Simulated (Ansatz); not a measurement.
NiO:

```xyz
2
Lattice="0.0000 2.0913 2.0913 2.0913 0.0000 2.0913 2.0913 2.0913 0.0000" Properties=species:S:1:pos:R:3 pbc="T T T"
Ni    0.0000    0.0000    0.0000
O     2.0913    2.0913    2.0913
```

Program: Ansatz 0.2.0. Alike in all runs: task band structure; level PBE+U; potentials or basis Ansatz PAW; spin collinear, ferromagnetic start; cell as given; k mesh 11 × 11 × 11; cutoff (eV) 420; smearing fermi-dirac 0.05 eV.

Question: Order these runs on this cell by their band gap on the k mesh, lowest first.
A. U Ni d U = 5 eV
B. U Ni d U = 1 eV
C. U Ni d U = 3 eV
D. U Ni d U = 4 eV
E. U Ni d U = 6 eV

Answer: B (metal), C (0.81 eV), D (1.27 eV), A (1.72 eV), E (2.18 eV).

Caveats: the magnetic or orbital state may not be the lowest; a cell with one magnetic atom can't hold antiferromagnetic order, which such compounds often take.

A k mesh can miss the band edges.

Not every run made on this cell is shown here.
